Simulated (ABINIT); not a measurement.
A run of ABINIT 10.8.3 (patched build) is set up as follows.

The input run.abi:

```
# Pseudopotentials
pp_dirpath "./"
pseudos "Hf.upf, C.upf"

# Structure
acell 3*1.0 Angstrom
rprim
     0.0000000000     2.3250000000     2.3250000000
     2.3250000000     0.0000000000     2.3250000000
     2.3250000000     2.3250000000     0.0000000000
ntypat 2
znucl 72 6
natom 2
typat 1 2
chkprim 0
chksymtnons 0
tolsym 1.0e-6
xred
            1/2            1/2            1/2
            0.0            0.0            0.0

# Plane-wave basis
ecut 1115.666836 eV
ecutsm 0.5

# k points
kptopt 1
ngkpt 8 8 8
nshiftk 1
shiftk 0.0 0.0 0.0

# Exchange and correlation
ixc 11

# Bands and occupations
nband 12
occopt 3
tsmear 0.05 eV

# SCF cycle
nstep 80
tolvrs 1.0e-12

# Output
iomode 3
prteig 0
prtebands 0
prtwf 0
prtden 0

# Relaxation
ionmov 2
optcell 2
ntime 50
tolmxf 2.0e-5
dilatmx 1.08
```

Potentials or basis: PseudoDojo NC SR PBE v0.4.1 standard.

Command:

```bash
$ abinit run.abi > log 2>&1
```

What does it give for the band gap on the k mesh?

None (metal or under the smearing width).

Estimate the space group after relaxing (to 0.05 Å).

Fm-3m (No. 225).

Final structure:
```
CELL_PARAMETERS angstrom
0.00000 2.32647 2.32647
2.32647 0.00000 2.32647
2.32647 2.32647 0.00000
ATOMIC_POSITIONS crystal
Hf 0.50000 0.50000 0.50000
C 0.00000 0.00000 0.00000
```

Spin-orbit coupling is left out, which matters for the levels of Hf.
